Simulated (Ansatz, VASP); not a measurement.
## C: VASP beside Ansatz

File INCAR:

```
  ALGO = Normal
  EDIFF = 1E-6
  ENCUT = 520
  GGA = PE
  ISIF = 2
  ISMEAR = 0
  IVDW = 12
  LASPH = True
  LCHARG = False
  LREAL = False
  LWAVE = False
  NBANDS = 11
  NELM = 80
  PREC = Accurate
  SIGMA = 0.05
```

KPOINTS

```
k-points
0
Gamma
  15 15 15
```

POSCAR

```
C
1.0
    1.2118984948      0.6996899222      3.3048089804
   -1.2118984948      0.6996899222      3.3048089804
    0.0000000000     -1.3993798444      3.3048089804
C
2
Direct
    0.1722488039      0.1722488039      0.1722488039
    0.8277511961      0.8277511961      0.8277511961
```

Input for Ansatz:

```yaml
crystal:
  lattice:
    - [1.2118984948, 0.6996899222, 3.3048089804]
    - [-1.2118984948, 0.6996899222, 3.3048089804]
    - [0.0, -1.3993798444, 3.3048089804]
  atoms:
    - { symbol: C, position: [0.1722488039, 0.1722488039, 0.1722488039] }
    - { symbol: C, position: [0.8277511961, 0.8277511961, 0.8277511961] }
basis:
  ecutwfc: 520.0
kpoints:
  mp_grid: { grid: [15, 15, 15] }
hamiltonian:
  xc: pbe
  pseudopotentials: { kind: paw, azcp: { folder: soft_1 } }
  dispersion: d3bj
scf:
  occupations: { method: gaussian, width: 0.05 }
output:
  forces: true
  stress: true
  eigenvalues: true
```

Change from the starting cell: mode 4 frozen in at +0.057 Å, equal normal strain along x, y and z -0.0167.

Alike in both runs: task single point; functional PBE; dispersion D3(BJ); k mesh 15 × 15 × 15; occupations gaussian, width 0.05 eV; no spin polarisation.

|  | VASP | Ansatz |
| --- | --- | --- |
| version | VASP 6.6.1 | Ansatz 0.2.0 |
| potentials or method | VASP PAW PBE potentials, release 64 (C) | scalar-relativistic, plane waves, PAW |
| plane-wave cutoff (eV) | 520 | 520 |
| valence electrons in the cell | 8 | 8 |

VASP gave:

* gap on the k mesh at the Fermi level (eV): 0.52
* least direct gap on the mesh (eV): 0.52
* pressure (GPa): 16.0
* largest component of the traceless stress (GPa): 17.35
* rms of the force components (eV/Å): 1.062

Q: What did Ansatz give for the same quantities?

A: gap on the k mesh at the Fermi level (eV): 0.52; least direct gap on the mesh (eV): 0.52; pressure (GPa): 15.6; largest component of the traceless stress (GPa): 16.78; rms of the force components (eV/Å): 1.066.

Atom by atom the forces differ by 0.004 eV/Å (rms over components).

Caveats: so large a pressure means that the cell lies far from this level's equilibrium, or that cutoff or potentials fall short (VASP); an odd mesh through Γ misses points on the zone boundary, where band edges often lie; forces of over 1 eV/Å show positions far from the minimum, so gaps and moduli don't describe the material at rest.
